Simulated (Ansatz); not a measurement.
# Pt (Fm-3m): check of PAW against all-electron LAPW in Python

How well does PAW follow the all-electron answer for Pt (Fm-3m)? Wanted for Pt (Fm-3m): a check of PAW against all-electron LAPW.

Computed with Ansatz 0.2.0, driven from Python. The levels of theory stand in the script.

### 1 The system

It takes space group Fm-3m (No. 225, cubic). The conventional cell has a = 3.922 Å, b = 3.922 Å, c = 3.922 Å, α = 90.00°, β = 90.00°, γ = 90.00°. Pt (site symmetry m-3m) has 12 Pt at 2.77 Å as nearest neighbours.

The script holds or builds the structure itself.

### 2 The code

The input, paw_lapw_pt.py:

```python
"""Checking the PAW result for Pt with LAPW."""

import logging
import sys

import ansatz as az
from ase import Atoms
import numpy as np
from tabulate import tabulate

logging.basicConfig(stream=sys.stdout, format="%(levelname)s %(message)s")
logger = logging.getLogger("pt")
logger.setLevel(logging.INFO)


def count_gap(report):
    # lowest empty less highest filled band, counting bands; zero where they overlap
    return max(report.get("gap_by_band_count_ev") or 0.0, 0.0)


def main() -> None:
    atoms = Atoms(
        ["Pt"],
        scaled_positions=[
            (0.0, 0.0, 0.0),
        ],
        cell=[
            (0.0, 1.9609, 1.9609),
            (1.9609, 0.0, 1.9609),
            (1.9609, 1.9609, 0.0),
        ],
        pbc=True,
    )
    cell = az.Crystal.from_ase(atoms)

    base = (
        cell.calculation()
        .functional("pbesol")
        .kpoints(15, center="gamma")
        .occupations("fermi_dirac", width=0.05)
        .stress()
        .forces()
        .band_table()
    )
    variants = {
        "PAW": base.pseudopotentials("paw"),
        "LAPW": base.pseudopotentials("all_electron", lapw=True),
    }
    # totals differ by the cores that each treatment holds, so compare what does not depend on them
    rows = []
    for label, variant in variants.items():
        report = variant.run().report
        levels = np.array(report["eigenvalues_ev"][0]) - report["fermi_energy_ev"]
        print(label, "levels at the first k-point near E_F:", np.round(levels[np.abs(levels) < 5], 3))
        rows.append((label, report["n_electrons"], np.trace(report["stress_gpa"]) / 3, count_gap(report)))
    print(tabulate(rows, headers=["treatment", "electrons in bands", "P GPa", "gap by band count eV"], floatfmt=".4f", tablefmt="simple"))


if __name__ == "__main__":
    main()
```

### 3 The input behind the calls

The package turns the script's settings into the engine's input (first run):

```yaml
crystal:
  lattice:
    - [0.0, 1.9609, 1.9609]
    - [1.9609, 0.0, 1.9609]
    - [1.9609, 1.9609, 0.0]
  atoms:
    - { symbol: Pt, position: [0.0, 0.0, 0.0] }
kpoints:
  mp_grid:
    grid: [15, 15, 15]
    shift: [0.0, 0.0, 0.0]
hamiltonian:
  xc: pbesol
  pseudopotentials:
    kind: paw
scf:
  occupations:
    method: fermi_dirac
    width: 0.05
output:
  forces: true
  stress: true
  eigenvalues: true
```

### 4 The run

Launch:

```console
> python paw_lapw_pt.py
```

Standard output:

```text
DeckWarning: basis.ecutwfc = 420 eV, auto-derived from the records' recommended cutoffs: set by Pt (normal level)
PAW levels at the first k-point near E_F: [-3.833 -3.833 -3.833 -1.649 -1.649]
LAPW levels at the first k-point near E_F: [-3.833 -3.833 -3.833 -1.649 -1.649]
treatment      electrons in bands    P GPa    gap by band count eV
-----------  --------------------  -------  ----------------------
PAW                       18.0000  -0.7243                  0.0000
LAPW                      42.0000  -0.7579                  0.0000
```

(Warnings from the package without file and line.)

Wall time 18 s (1 thread of AMD EPYC 7B13 (Zen 3), shared host); peak memory 0.57 GiB.

### 5 What changed from run to run

The engine's inputs for the other runs:

Run 2, against run 1:

```diff
@@ -15 +15,2 @@
-    kind: paw
+    kind: all_electron
+    lapw: {}
```

### 6 The engine's runs

From the records of these 2 runs:

| run | potentials | energy (eV/atom) | pressure (GPa) | SCF cycles | CPU time (s) |
| --- | --- | --- | --- | --- | --- |
| 1 | paw | -12383.8256 | -0.72 | 6 | 1.2 |
| 2 | all_electron | -500818.1553 | -0.76 | 8 | 16 |

Energies are free energies F = E - TS of the smeared occupations. Totals under unlike functionals or potentials can't be compared directly.

### 7 Results

| quantity | value |
| --- | --- |
| runs compared | 2 |
| difference in pressure | 0.03 GPa |

PAW gives -0.724 GPa and LAPW -0.758 GPa, 0.034 GPa apart. They took 1.2 and 16.0 s of processor time. Notes:
- Pressure is positive in compression; the treatments may keep other shells as core, so totals and counts of electrons can differ. Spin-orbit coupling is left out, though heavy elements are present.
